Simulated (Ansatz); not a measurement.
**ZrS₂ (P-3m1): G0W0 against its settings**

ZrS₂ (P-3m1) from a database structure, relaxed with r2SCAN+rVV10; one-shot G0W0 in Ansatz without spin-orbit coupling. No spin polarisation and no zero-point or thermal motion.

```xyz
3
Lattice="3.6744 0.0000 0.0000 -1.8372 3.1821 0.0000 0.0000 0.0000 5.8571" Properties=species:S:1:pos:R:3 pbc="T T T"
Zr    0.0000    0.0000    0.0000
S     1.8372    1.0607    4.4149
S     0.0000    2.1214    1.4422
```

Gaps are read over the mesh points alone. G0W0 here is at a finite number of bands, screening cutoff and k mesh, not at the basis limit.
```csv
start,potentials,frequency model,mesh,empty bands,screening cutoff (eV),Kohn-Sham gap (eV),G0W0 gap (eV),rough cost
PBE,PAW,contour deformation,6×6×2,111,80,0.88,1.67,40 core-seconds
PBE,PAW,contour deformation,6×6×2,257,140,0.88,1.75,2.7 core-minutes
PBE,PAW,contour deformation,6×6×2,473,210,0.88,1.79,12 core-minutes
HSE06,PAW,contour deformation,6×6×2,257,140,1.68,2.06,6 core-minutes
LDA,PAW,contour deformation,6×6×2,257,140,0.76,1.72,2.6 core-minutes
r2SCAN,PAW,contour deformation,6×6×2,257,140,1.19,1.88,2.9 core-minutes
PBE,PAW,Godby-Needs pole,6×6×2,257,140,0.88,1.73,4 core-minutes
PBE,PAW,contour deformation,6×6×4,111,80,0.88,1.67,2.1 core-minutes
PBE,norm-conserving,contour deformation,6×6×2,257,140,0.88,1.74,4 core-minutes
```

The quasiparticle gap on this mesh is 1.79 eV (Γ to L), against 0.88 eV from PBE: +0.91 eV. Renormalisation factors Z lie between 0.69 and 0.74.

Raising bands and cutoff together moves the gap by +0.08 eV (80 to 140 eV), then +0.04 eV (140 to 210 eV); the last step is still large, so the basis limit isn't reached. Starting from HSE06 (1.68 eV against PBE's 0.88 eV) gives 2.06 eV, +0.31 eV from G0W0@PBE at the same screening cutoff. Starting from LDA (0.76 eV against PBE's 0.88 eV) gives 1.72 eV, -0.03 eV from G0W0@PBE at the same screening cutoff. Starting from r2SCAN (1.19 eV against PBE's 0.88 eV) gives 1.88 eV, +0.13 eV from G0W0@PBE at the same screening cutoff. The Godby-Needs plasmon pole differs from contour deformation by -0.02 eV. A 6×6×4 mesh in place of 6×6×2 changes the opening over PBE by 0.00 eV (the gap on the mesh by 0.00 eV). Norm-conserving potentials (wave cutoff 898 eV against 420 eV) shift the quasiparticle gap by -0.01 eV and the PBE gap by 0.00 eV. r2SCAN runs take a wave cutoff of 500 eV.
